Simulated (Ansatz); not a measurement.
An element in the sc structure gives these cold pressures by all-electron LAPW under PBE (Ansatz 0.2.0, scalar-relativistic, no spin polarisation).

| V (Å³/atom) | P (GPa) |
| --- | --- |
| 15.85 | -0.05 |
| 14.27 | 29.6 |
| 12.68 | 82.6 |
| 11.10 | 179.1 |
| 9.51 | 361.9 |
| 7.93 | 735.3 |
| 6.34 | 1589 |

Question: Which element is it?

Answer: Ru. Its zero-pressure volume in this structure is near 15.9 Å³/atom; the volume and the steepness of P(V) together point to it, though neighbours can come close. Neighbours weren't tried against these numbers.
